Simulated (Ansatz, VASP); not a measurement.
**Mg7Te8 (a cell with a defect) in VASP and in Ansatz**

INCAR

```
SYSTEM = Mg7Te8
PREC = Accurate ; ENCUT = 520
EDIFF = 1E-6 ; ISMEAR = 0
SIGMA = 0.05 ; LREAL = Auto
LASPH = .True. ; NELM = 100
ALGO = Fast ; ISIF = 2
LWAVE = .False. ; LCHARG = .True.
GGA = PS ; LELF = .True.
LVHAR = .True. ; NBANDS = 44
```

Contents of KPOINTS:

```
regular mesh
0
Gamma
  4 4 4
  0 0 0
```

Contents of POSCAR:

```
Mg7Te8
1.0
    0.0000000000      5.9058590461     -5.9058590461
    5.9058590461      5.9058590461      0.0000000000
    5.9058590461      0.0000000000     -5.9058590461
Mg Te
7 8
Direct
    0.0000000000      0.2500000000      0.0000000000
    0.5000000000      0.0000000000      0.0000000000
    0.5000000000      0.5000000000      0.0000000000
    0.0000000000      0.0000000000      0.5000000000
    0.0000000000      0.5000000000      0.5000000000
    0.5000000000      0.0000000000      0.5000000000
    0.5000000000      0.5000000000      0.5000000000
    0.2493404241      0.7506595759      0.2493404241
    0.2493404331      0.2506595669      0.2493404331
    0.7513191428      0.7500000089      0.2486808572
    0.7513191428      0.2499999911      0.2486808572
    0.2486808572      0.7500000089      0.7513191428
    0.2486808572      0.2499999911      0.7513191428
    0.7506595669      0.7493404331      0.7506595669
    0.7506595759      0.2493404241      0.7506595759
```

Input for Ansatz:

```yaml
crystal:
  lattice:
    - [0.0, 5.9058590461, -5.9058590461]
    - [5.9058590461, 5.9058590461, 0.0]
    - [5.9058590461, 0.0, -5.9058590461]
  atoms:
    - { symbol: Mg, position: [0.0, 0.25, 0.0] }
    - { symbol: Mg, position: [0.5, 0.0, 0.0] }
    - { symbol: Mg, position: [0.5, 0.5, 0.0] }
    - { symbol: Mg, position: [0.0, 0.0, 0.5] }
    - { symbol: Mg, position: [0.0, 0.5, 0.5] }
    - { symbol: Mg, position: [0.5, 0.0, 0.5] }
    - { symbol: Mg, position: [0.5, 0.5, 0.5] }
    - { symbol: Te, position: [0.2493404241, 0.7506595759, 0.2493404241] }
    - { symbol: Te, position: [0.2493404331, 0.2506595669, 0.2493404331] }
    - { symbol: Te, position: [0.7513191428, 0.7500000089, 0.2486808572] }
    - { symbol: Te, position: [0.7513191428, 0.2499999911, 0.2486808572] }
    - { symbol: Te, position: [0.2486808572, 0.7500000089, 0.7513191428] }
    - { symbol: Te, position: [0.2486808572, 0.2499999911, 0.7513191428] }
    - { symbol: Te, position: [0.7506595669, 0.7493404331, 0.7506595669] }
    - { symbol: Te, position: [0.7506595759, 0.2493404241, 0.7506595759] }
basis:
  ecutwfc: 420
kpoints:
  mp_grid: { grid: [4, 4, 4] }
hamiltonian:
  xc: pbesol
scf:
  occupations: { method: gaussian, width: 0.05 }
output:
  forces: true
  stress: true
  eigenvalues: true
```

Alike in both runs: task single point; functional PBEsol; k mesh 4 × 4 × 4; occupations gaussian, width 0.05 eV; no spin polarisation.

|  | VASP | Ansatz |
| --- | --- | --- |
| version | VASP 6.6.1 | Ansatz 0.2.0 |
| potentials or method | VASP PAW PBE potentials, release 64 (Mg, Te) | scalar-relativistic, plane waves, PAW |
| plane-wave cutoff (eV) | 520 | 420 |
| valence electrons in the cell | 62 | 198 |

```tsv
	VASP	Ansatz	Ansatz less VASP
gap on the k mesh at the Fermi level (eV)	none	none	-
pressure (GPa)	4.2	4.1	-0.05
largest component of the traceless stress (GPa)	7.73	7.63	-0.095
rms of the force components (eV/Å)	2.153	2.128	-0.0244
```

Atom by atom the forces differ by 0.025 eV/Å (rms over components). A gap of «none» marks a metal or a gap that the smearing closes. The two sets of potentials don't hold the same shells in valence.

Caveats: the PAW data sets were made with another functional, which shifts forces and pressure a little (VASP). The runs have no spin-orbit coupling, so splittings on Te are missing.
